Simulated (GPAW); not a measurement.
# Te2Mo in GPAW: band structure with LDA

Aim: the band structure of Te2Mo with LDA.

All numbers are computed with GPAW 26.7.0; they aren't measurements. Logs are shortened: lines on timing, memory, paths and dates and some standing lists are left out, and cuts for length are marked. The log counts tension as positive stress, the text compression.

## (1) Starting point

The cell holds a slab with vacuum, 6 atoms: a = 3.536 Å, b = 3.523 Å, c = 25.974 Å, α = 90.00°, β = 90.00°, γ = 120.12°.

## (2) Band structure, LDA, spin-orbit coupling, no magnetisation

The input, run.py:

```python
import numpy as np
from ase import Atoms
from ase.dft.bandgap import bandgap
from ase.io import write
from ase.units import GPa
from ase.parallel import parprint
from gpaw import GPAW, PW
from gpaw.spinorbit import soc_eigenstates

atoms = Atoms(['Te', 'Te', 'Te', 'Te', 'Mo', 'Mo'],
              cell=[[3.535791, 0.0, 0.0],
                    [-1.7678955, 3.04685058, 0.0],
                    [0.0, 0.0, 25.9736]],
              scaled_positions=[[0.33333333, 0.66666667, 0.56509708],
                                [0.66666666, 0.33333333, 0.29610087],
                                [0.33333332, 0.66666665, 0.70389913],
                                [0.66666665, 0.33333331, 0.43490292],
                                [0.33333333, 0.66666667, 0.36550189],
                                [0.66666665, 0.33333331, 0.63449811]],
              pbc=True)

calc = GPAW(mode=PW(600),
            xc='LDA',
            kpts={'size': (9, 9, 1), 'gamma': True},
            occupations={'name': 'fermi-dirac', 'width': 0.05},
            nbands=46,
            convergence={'density': 1e-05, 'energy': 1e-05},
            maxiter=150,
            txt='gpaw.txt')
atoms.calc = calc
energy = atoms.get_potential_energy()
forces = atoms.get_forces()
stress = atoms.get_stress()
calc.write('gs.gpw')
write('result.traj', atoms)
parprint(f'Energy: {energy:.6f} eV')
parprint('Forces (eV/A):')
parprint(forces.round(4))
parprint('Stress (GPa):', (stress / GPa).round(3))
parprint('Fermi level:', round(calc.get_fermi_level(), 4), 'eV')
parprint(f'Gap: {bandgap(calc)[0]:.4f} eV, direct: {bandgap(calc, direct=True)[0]:.4f} eV')

path = atoms.cell.bandpath('GXSRAZGYX1A1TY,ZT', npoints=80, eps=1e-4)
bs_calc = calc.fixed_density(kpts=path, symmetry='off', nbands=86,
                             convergence={'bands': 'CBM+6.0', 'eigenstates': 1e-6}, txt='bands.txt')
bs = bs_calc.band_structure()
bs.write('bs.json')
parprint(f'Gap on the path: {bandgap(bs_calc)[0]:.4f} eV')

soc = soc_eigenstates(bs_calc, theta=90, phi=45)
np.savetxt('soc_bands.dat', soc.eigenvalues(), fmt='%.4f')
mesh = soc_eigenstates('gs.gpw', theta=90, phi=45)
np.savetxt('soc_mesh.dat', mesh.eigenvalues(), fmt='%.4f')
parprint('Fermi level with spin-orbit coupling:', round(mesh.fermi_level, 4), 'eV')
```

Potentials or basis: the program's PAW data sets (release 1.2.1) made for this functional, pw.

On the command line:

```
$ OMP_NUM_THREADS=1 mpirun -n 4 gpaw python run.py
```

gpaw.txt:

```text
__  _  _
 | _ |_)|_||  |
 |__||  | ||/\| - 26.7.0

Input parameters:
  mode=PW(ecut=600.0),
  convergence={'density': 1e-05, 'energy': 1e-05},
  kpts=MonkhorstPack(size=(9, 9, 1), gamma=True),
  maxiter=150,
  nbands=46,
  occupations=Occupations(name='fermi-dirac', width=0.05),
  xc=XC(name='LDA')

Diagonalizing LCAO Hamiltonian
Converting LCAO to pw mode

        Te

           Mo

        Te

           Te

        Mo

           Te

Atoms  # Å, Bohr magnetons
|   | symbol |         x |        y |         z |    initial magnetic moments |
|---|--------|-----------|----------|-----------|-----------------------------|
| 0 |     Te | -0.000000 | 2.031234 | 14.677606 | ( 0.0000,  0.0000,  0.0000) |
| 1 |     Te |  1.767895 | 1.015617 |  7.690806 | ( 0.0000,  0.0000,  0.0000) |
| 2 |     Te | -0.000000 | 2.031234 | 18.282794 | ( 0.0000,  0.0000,  0.0000) |
| 3 |     Te |  1.767895 | 1.015617 | 11.295994 | ( 0.0000,  0.0000,  0.0000) |
| 4 |     Mo | -0.000000 | 2.031234 |  9.493400 | ( 0.0000,  0.0000,  0.0000) |
| 5 |     Mo |  1.767895 | 1.015617 | 16.480200 | ( 0.0000,  0.0000,  0.0000) |

Unit cell  # Å
| periodic |         x |        y |         z |   lengths |     angles |
|----------|-----------|----------|-----------|-----------|------------|
|      yes |  3.535791 | 0.000000 |  0.000000 |  3.535791 |  90.000000 |
|      yes | -1.767896 | 3.046851 |  0.000000 |  3.522606 |  90.000000 |
|      yes |  0.000000 | 0.000000 | 25.973600 | 25.973600 | 120.123894 |

Number of symmetries: 4
Symmetry operations  # r_c * U_cc + t_c -> r_c
|   | kind |            matrix            |
|---|------|------------------------------|
| 0 |  E   |  1, 0, 0,  0, 1, 0,  0, 0, 1 |
| 1 |  C2  |  1, 0, 0, -1,-1, 0,  0, 0,-1 |
| 2 |  σ   | -1, 0, 0,  1, 1, 0,  0, 0, 1 |
| 3 |  i   | -1, 0, 0,  0,-1, 0,  0, 0,-1 |

BZ-sampling:
  Number of BZ points: 81
  Number of IBZ points: 25

  Monkhorst-Pack size: [9, 9, 1]
  Monkhorst-Pack shift: [0, 0, 0]

K-points  # in reciprocal-cell coordinates
|     |                                coordinates |     weight |
|-----|--------------------------------------------|------------|
|   0 | (  0.00000000,   0.00000000,   0.00000000) | 0.01234568 |
|   1 | (  0.00000000,   0.11111111,   0.00000000) | 0.02469136 |
|   2 | (  0.00000000,   0.22222222,   0.00000000) | 0.02469136 |
|   3 | (  0.00000000,   0.33333333,   0.00000000) | 0.02469136 |
|   4 | (  0.00000000,   0.44444444,   0.00000000) | 0.02469136 |
|   5 | (  0.11111111,   0.00000000,   0.00000000) | 0.04938272 |
|   6 | (  0.11111111,   0.11111111,   0.00000000) | 0.04938272 |
|   7 | (  0.11111111,   0.22222222,   0.00000000) | 0.04938272 |
|   8 | (  0.11111111,   0.33333333,   0.00000000) | 0.04938272 |
|   9 | (  0.11111111,   0.44444444,   0.00000000) | 0.02469136 |
| ... |                                            |            |
|  24 | (  0.44444444,   0.44444444,   0.00000000) | 0.04938272 |

Plane wave coefficients: 9383
Cutoff: 600.0 eV

Spin-components: 1 (collinear spins)
Bands:           46
Projectors:      32
Spin-degeneracy: 2
Datatype:        complex128

Parallelization:
  kpt:    4
  domain: 1
  band:   1

Density:
  Valence electrons: 52.0
  Components: 1
  Grid points: [ 20  20 147]
  Charge: 0.0  # |e|

Potential:
  Grid points: [ 20  20 147]

species:
  Te:
    name:    Tellurium
    Z:       52.0
    valence: 6
    core:    46
    charge:  0.0  # [|e|]
    compensation charges:
      type: gauss
      rc: 0.36  # [Å]
      lmax: 2
    cutoffs:
      filter: 2.09  # [Å]
      core: 3.17  # [Å]
    projectors
    | kind |    occ | energy [eV] | rcut [Å] |
    |------|--------|-------------|----------|
    |   5s |  2.000 |     -15.337 |    1.180 |
    |   5p |  4.000 |      -6.113 |    1.196 |
    |    s |        |      11.875 |    1.180 |
    |    p |        |      21.098 |    1.196 |
    |    d |        |       0.000 |    1.238 |

    Using partial waves for Te as LCAO basis

  Mo:
    name:    Molybdenum
    Z:       42.0
    valence: 14
    core:    28
    charge:  0.0  # [|e|]
    compensation charges:
      type: gauss
      rc: 0.38  # [Å]
      lmax: 2
    cutoffs:
      filter: 2.16  # [Å]
      core: 1.42  # [Å]
    projectors
    | kind |    occ | energy [eV] | rcut [Å] |
    |------|--------|-------------|----------|
    |   4s |  2.000 |     -64.384 |    1.238 |
    |   5s |  1.000 |      -4.319 |    1.238 |
    |   4p |  6.000 |     -38.595 |    1.296 |
    |   5p |  0.000 |      -1.161 |    1.296 |
    |   4d |  5.000 |      -3.933 |    1.296 |
    |    d |        |      23.278 |    1.296 |

    Using partial waves for Mo as LCAO basis

Reference energy: -958589.610648  # eV

eigensolver:
  PPCG
  Converge bands: occupied
  niter=2

density mixing:
  MSR1-Mixer
  Pratt-step length: 0.05
  Maximum mixing coefficient: 0.75
  Old densities: 10
  SVD Regularization: 0.005
  Good broyden scale: 1.0
  Trust region scale: 1.0
  Backstep threshold: 4.0
  History deletion threshold: 6.0
  Fourier metric: weight=20.0, sigma=0.015

occupation numbers:
  Fermi-Dirac:
    width: 0.0500  # eV

poisson solver:
  ecut: 4800.0  # eV

xc functional:
  name: None

convergence criteria:
[... 6 lines left out ...]
|iter     | |      energy | eigst |  dens |
|---------|-|-------------|-------|-------|
|iter:   1| |  -43.648923 | +0.43 |       |
|iter:   2| |  -43.412206 | -1.37 | -1.09 |
|iter:   3| |  -42.651649 | -1.42 | -1.12 |
|iter:   4| |  -42.418679 | -1.59 | -1.35 |
|iter:   5| |  -42.431617 | -2.08 | -1.62 |
|iter:   6| |  -42.217040 | -2.37 | -1.63 |
|iter:   7| |  -42.213522 | -3.59 | -2.15 |
|iter:   8| |  -42.213388 | -4.53 | -2.95 |
|iter:   9| |  -42.213393c| -5.49 | -3.57 |
|iter:  10| |  -42.213394c| -6.37 | -4.25 |
|iter:  11| |  -42.213394c| -7.17 | -4.92 |
|iter:  12| |  -42.213394c| -7.53c| -5.29c|

Converged in 12 steps
Energy contributions relative to reference atoms: (reference = -958589.610648)

Energy contributions:
  Kinetic:           9.245761
  Coulomb:         -17.492415
  Zero:             -0.164766
  External:          0.000000
  Xc:              -33.801970
  Entropy:          -0.000009
  Spinorbit:         0.000000
  ----------------------------
  Free energy:     -42.213398
  Extrapolated:    -42.213394

dipole moment: (-0.000102, -0.000176, -0.001491)  # |e|*Ang

Fermi level: 2.277
Eigenvalues  # (at kpt = [0.000, 0.000, 0.000])
| band index |      eig [eV] | occ [0-2] |
|------------|---------------|-----------|
|          0 |       -58.830 |     2.000 |
|        ... |               |           |
|         18 |         0.088 |     2.000 |
|         19 |         0.529 |     2.000 |
|         20 |         0.831 |     2.000 |
|         21 |         0.848 |     2.000 |
|         22 |         0.849 |     2.000 |
|         23 |         0.866 |     2.000 |
[... 8 lines left out ...]
|         32 |         5.138 |     0.000 |
|         33 |         5.178 |     0.000 |
|        ... |               |           |
|         45 |        10.982 |     0.000 |

Gap: 0.984 eV
Transition (v -> c):
  (s=0, k=0, n=25, [0.00, 0.00, 0.00]) -> (s=0, k=18, n=26, [0.33, 0.33, 0.00])
Direct/indirect transitions are different
Direct gap: 1.065 eV
Transition at: (s=0, k=18, n=25, [0.33, 0.33, 0.00])

Forces  # eV/Ang
|       x |        y |        z |
|---------|----------|----------|
| 0.00000 | -0.01478 |  0.42361 |  # Te   0
| 0.00000 |  0.01451 |  0.53575 |  # Te   1
| 0.00000 | -0.01451 | -0.53575 |  # Te   2
| 0.00000 |  0.01478 | -0.42361 |  # Te   3
| 0.00000 | -0.02893 | -0.04883 |  # Mo   4
| 0.00000 |  0.02893 |  0.04883 |  # Mo   5

Stress tensor  # eV/Ang^3
|        x |        y |        z |
|----------|----------|----------|
| 0.015795 | 0.000000 | 0.000000 |
| 0.000000 | 0.014044 | 0.000007 |
| 0.000000 | 0.000007 | 0.014060 |

# Writing to gs.gpw (mode='')
```

stdout:

```text
Energy: -42.213394 eV
Forces (eV/A):
[[ 0.     -0.0148  0.4236]
 [ 0.      0.0145  0.5358]
 [ 0.     -0.0145 -0.5358]
 [ 0.      0.0148 -0.4236]
 [ 0.     -0.0289 -0.0488]
 [ 0.      0.0289  0.0488]]
Stress (GPa): [2.531e+00 2.250e+00 2.253e+00 1.000e-03 0.000e+00 0.000e+00]
Fermi level: 2.2773 eV
Gap: 0.9838 eV, direct: 1.0648 eV
Gap on the path: 0.9148 eV
Fermi level with spin-orbit coupling: 2.2964 eV
```

It took 3 min on 4 MPI ranks of AMD EPYC 7R43 (Zen 3), shared host; peak memory 0.72 GiB.

Results:

```yaml
Free_energy: -42.2134 eV
Largest_force: 0.536 eV/Å
Band_gap_on_the_k_mesh: 0.95 eV, indirect (least direct gap 0.97 eV)
Band_gap_along_the_path: 0.91 eV, indirect (least direct gap 0.97 eV)
```

Forces in eV/Å, atoms in the order of the input:
```
Te   0.000 -0.015  0.424
Te   0.000  0.015  0.536
Te   0.000 -0.015 -0.536
Te   0.000  0.015 -0.424
Mo   0.000 -0.029 -0.049
Mo   0.000  0.029  0.049
```

Stress tensor (GPa, compression positive):
```
-2.53  0.00  0.00
 0.00 -2.25  0.00
 0.00  0.00 -2.25
```

Levels at the corners of the path, in eV from the valence-band top:
```csv
point,band 49,band 50,band 51,band 52,band 53,band 54,band 55,band 56
Γ,-0.68,-0.68,0.00,0.00,2.56,2.56,2.63,2.63
X,-0.27,-0.27,-0.01,-0.01,0.95,0.95,0.99,0.99
S,-0.43,-0.43,-0.30,-0.30,1.27,1.27,1.30,1.30
R,-0.43,-0.43,-0.30,-0.30,1.27,1.27,1.30,1.30
A,-0.27,-0.27,-0.01,-0.01,0.95,0.95,0.99,0.99
Z,-0.68,-0.68,0.00,0.00,2.56,2.56,2.63,2.63
Γ,-0.68,-0.68,0.00,0.00,2.56,2.56,2.63,2.63
Y,-0.48,-0.48,-0.35,-0.35,1.27,1.27,1.30,1.30
X1,-0.27,-0.27,-0.01,-0.01,0.95,0.95,0.99,0.99
A1,-0.27,-0.27,-0.01,-0.01,0.95,0.95,0.99,0.99
T,-0.48,-0.48,-0.35,-0.35,1.27,1.27,1.30,1.30
Y,-0.48,-0.48,-0.35,-0.35,1.27,1.27,1.30,1.30
Z,-0.68,-0.68,0.00,0.00,2.56,2.56,2.63,2.63
T,-0.48,-0.48,-0.35,-0.35,1.27,1.27,1.30,1.30
```

Caveat: spin-orbit coupling was added after a scalar SCF, so levels and gaps hold it while energy, forces, pressure and moments don't; this program's spin-orbit splittings come out too wide for heavy elements.
